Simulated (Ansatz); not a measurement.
PbS under changes of volume

One of the cells (26.686 Å³/atom); the others are scaled copies at fixed shape and fractional positions:

```xyz
2
Lattice="2.1127 1.2197 3.4519 -2.1127 1.2197 3.4519 0.0000 -2.4395 3.4519" Properties=species:S:1:pos:R:3 pbc="T T T"
Pb    0.0000    0.0000   10.1545
S     0.0000    0.0000    4.9193
```

The cell is a database's computed one.

```yaml
Program: Ansatz 0.2.0
Functional: LDA
Potentials_or_basis: Ansatz PAW
Cutoff: "420 eV (not typed: the program's choice for these potentials)"
k_mesh: 8 × 8 × 8
Occupations: fermi-dirac, width 0.05 eV
Spin: no spin polarisation
```

```csv
volume (Å³/atom),energy over the lowest point (meV/atom),pressure (GPa),gap on the mesh (eV),largest force (eV/Å)
25.085,0.00,-0.3,0.13,0.028
25.618,?,?,?,?
26.152,10.19,-2.7,0.26,0.005
26.686,20.87,-3.7,0.33,0.005
27.220,34.76,-4.6,0.39,0.014
27.753,51.52,-5.4,0.45,0.024
28.287,70.83,-6.2,0.50,0.033
```

What does the run at 25.618 Å³/atom give?

Energy over the lowest point 3.10 meV/atom; pressure -1.6 GPa; gap on the mesh 0.20 eV; largest force 0.016 eV/Å.

Worked out: A Birch-Murnaghan fit of order 3 (a polynomial in V^(-2/3)) to the other rows has its minimum at 24.97 Å³/atom, just outside them, with B0 = V·E''(V) = 64 GPa and B' = 4.3 at fixed shape and positions, which overstates the stiffness. It gives 3.08 meV/atom at 25.618 Å³/atom, against the run's 3.10, and -dE/dV = -1.6 GPa, against -1.6. A straight line through the other rows of the gap, of slope 3.11 eV per unit of ln V (its deformation potential), gives 0.20 eV, against the run's 0.20.

Energies are extrapolated to zero smearing.

Caveats: spin-orbit coupling is left out, which as a rule narrows the gap of such compounds by several tenths of an eV; the PAW data sets come from PBE, with cores solved anew for the run's functional, which leaves a small shift of forces and pressure.

A mesh can miss the band edges.
